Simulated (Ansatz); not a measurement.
# two structures of Pt: a comparison of enthalpies under pressure

Computed with the Python package of Ansatz (0.2.0).

The cells in order, each with its output:

In [1]:
```python
import warnings

import ansatz as az
import numpy as np


def bcc(a_site, a):
    return (
        az.Lattice.bcc(a)
        .space_group(229)
        .atom(a_site, (0, 0, 0))
        .primitive()
    )
```

In [2]:
```python
def sc(first, a):
    return (
        az.Lattice.cubic(a)
        .space_group(221)
        .atom(first, (0, 0, 0))
    )
```

In [3]:
```python
def solve(name, crystal, pressure=0.0):
    calc = crystal.calculation()
    calc = calc.functional('pbe')
    calc = calc.basis(520).kpoints(spacing=0.27)
    calc = calc.occupations('gaussian', width=0.05)
    calc = calc.relax(force_tolerance=0.01, cell=True, pressure=pressure)
    return calc.run(threads=1, backend='cpu')
```

In [4]:
```python
def volume_per_atom(outcome):
    return abs(np.linalg.det(outcome.lattice.cell_ang)) / len(outcome.lattice.sites)
```

In [5]:
```python
warnings.simplefilter('ignore', az.DeckWarning)
```

In [6]:
```python
phases = {}
phases['bcc'] = bcc('Pt', 3.11)
phases['sc'] = sc('Pt', 2.55)
```

In [7]:
```python
# H = E + PV, with 1 eV per cubic angstrom equal to 160.2 GPa
pressures = [0, 15, 30, 45]
enthalpy, volume = {name: [] for name in phases}, {name: [] for name in phases}
for p in pressures:
    for name, crystal in phases.items():
        o = solve(name, crystal, pressure=p)
        volume[name].append(volume_per_atom(o))
        enthalpy[name].append(o.report['energy_sigma0_ev'] / len(o.lattice.sites) + p * volume[name][-1] / 160.21766)
gap = np.array(enthalpy['sc']) - np.array(enthalpy['bcc'])
rows = [(p, va, vb, 1000 * d) for p, va, vb, d in zip(pressures, volume['bcc'], volume['sc'], gap)]
print('   P (GPa)  V bcc (A^3/atom)  V sc (A^3/atom)  H(sc) - H(bcc) (meV/atom)')
for row in rows:
    print(f'{row[0]:10d}  {row[1]:16.3f}  {row[2]:15.3f}  {row[3]:+25.1f}')
crossings = [p0 - g0 * (p1 - p0) / (g1 - g0) for p0, p1, g0, g1 in zip(pressures, pressures[1:], gap, gap[1:]) if g0 * g1 < 0]
print('crossing near', [round(float(p), 1) for p in crossings], 'GPa') if crossings else print('no crossing in this range')
```
```text
   P (GPa)  V bcc (A^3/atom)  V sc (A^3/atom)  H(sc) - H(bcc) (meV/atom)
         0            15.834           18.042                     +302.2
        15            14.997           16.888                     +493.2
        30            14.372           16.055                     +660.6
        45            13.873           15.395                     +810.5
no crossing in this range
```

Caveats:
- At a fixed pressure a relaxation lowers the enthalpy F + PV, while F alone can rise.
- Spin-orbit coupling, which matters for elements this heavy, is left out.
- Only these two structures are compared, at zero temperature and with their symmetry kept; either may be hypothetical, and another phase may be lower than both. Differences under about 40 meV an atom lie within the error of mesh and functional.
- The cells are prototypes set up for this calculation and needn't exist.
- Finished in 29 s on 1 thread of Arm Neoverse V2, on a shared host, peak memory 0.36 GiB.

(Lines on the test bed's own set-up are left out of the output.)
